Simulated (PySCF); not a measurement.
ethoxy ethane: calculation against experiment

**Experimental background.**

NIST CCCBDB Release 22 (SRD 101), experimental polarizabilities lists, for the gas: mean polarisability 8.73 Å³.

The runs below try to reproduce these values; the comparison stands at the end.

Compound: ethoxy ethane, C₄H₁₀O.
Numbering: `[CH3:1][CH2:2][O:3][CH2:4][CH3:5]` (hydrogens: H6, H7, H8 on C1; H9, H10 on C2; H11, H12 on C4; H13, H14, H15 on C5)

Structure used (PBE0-D3(BJ)/def2-SVP), in Å, numbered top down from 1:
```
atom  x, y, z in Å
C1    -2.054    1.239    0.214
C2    -0.550    1.115    0.198
O3    -0.203   -0.217   -0.041
C4     1.176   -0.444   -0.076
C5     1.428   -1.910   -0.336
H6    -2.358    2.280    0.399
H7    -2.484    0.603    1.002
H8    -2.476    0.917   -0.750
H9    -0.123    1.459    1.164
H10   -0.116    1.774   -0.585
H11    1.650    0.176   -0.866
H12    1.642   -0.135    0.884
H13    0.978   -2.524    0.459
H14    2.507   -2.120   -0.372
H15    0.981   -2.212   -1.294
```

The PySCF runs (gas phase, on this PBE0-D3(BJ)/def2-SVP geometry; no spin–orbit coupling):

| level | job | basis functions | wall time |
| --- | --- | --- | --- |
| CAM-B3LYP/def2-SVPD | 10 singlets by full TDDFT, 4 Tamm–Dancoff triplets, polarisability, ΔSCF ions | 183 | 55 s |
| BHandHLYP/def2-SVPD | 10 singlets by full TDDFT, 4 Tamm–Dancoff triplets, polarisability, ΔSCF ions | 183 | 52 s |
| LC-wPBE/def2-SVPD | 10 singlets by full TDDFT, 4 Tamm–Dancoff triplets, polarisability, ΔSCF ions | 183 | 71 s |
| PBE0/6-31+G* | 10 singlets by full TDDFT, 4 Tamm–Dancoff triplets, polarisability | 110 | 13 s |
| PBE0/6-31G* | 10 singlets by full TDDFT, 4 Tamm–Dancoff triplets, polarisability | 90 | 11 s |
| PBE0/aug-cc-pVDZ | 10 singlets by full TDDFT, 4 Tamm–Dancoff triplets, polarisability | 205 | 29 s |
| PBE0/def2-SVP | 10 singlets by full TDDFT, 4 Tamm–Dancoff triplets, polarisability | 120 | 14 s |
| PBE0/def2-TZVP | 10 singlets by full TDDFT, 4 Tamm–Dancoff triplets, polarisability | 215 | 32 s |
| PBE0/def2-TZVPD | 10 singlets by full TDDFT, 4 Tamm–Dancoff triplets, polarisability | 278 | 45 s |
| wB97X-D/def2-SVPD | 10 singlets by full TDDFT, 4 Tamm–Dancoff triplets, polarisability, ΔSCF ions | 183 | 54 s |

Hardware: one thread of an x86-64 server, on a shared host.

All basis functions are spherical.

Results beside the measurements:

**Mean polarisability.** Measured: 8.73 Å³ (NIST CCCBDB Release 22 (SRD 101), experimental polarizabilities).

```
              level  computed (Å³)  computed − measured (Å³)  % (from the printed values)
CAM-B3LYP/def2-SVPD           8.55                     -0.18                           -2
BHandHLYP/def2-SVPD           8.34                     -0.39                           -4
  LC-wPBE/def2-SVPD           8.31                     -0.42                           -5
       PBE0/6-31+G*           7.89                     -0.84                          -10
        PBE0/6-31G*           7.17                     -1.56                          -18
   PBE0/aug-cc-pVDZ           8.83                     +0.10                           +1
      PBE0/def2-SVP           7.43                     -1.30                          -15
     PBE0/def2-TZVP           8.38                     -0.35                           -4
    PBE0/def2-TZVPD           8.80                     +0.07                           +1
  wB97X-D/def2-SVPD           8.53                     -0.20                           -2
```

Closest is PBE0/def2-TZVPD (+0.07 Å³), furthest PBE0/6-31G* (-1.56 Å³); one molecule doesn't rank methods. The computed values are static and purely electronic, with core orbitals frozen in the response (1 au = 0.148185 Å³). The table of measured values doesn't say here whether a value is static or optical, or holds a vibrational part. The measurement averages over conformers, the calculation has one.

The geometry is computed, not the measured one. Where a level misses, the cause wasn't examined.
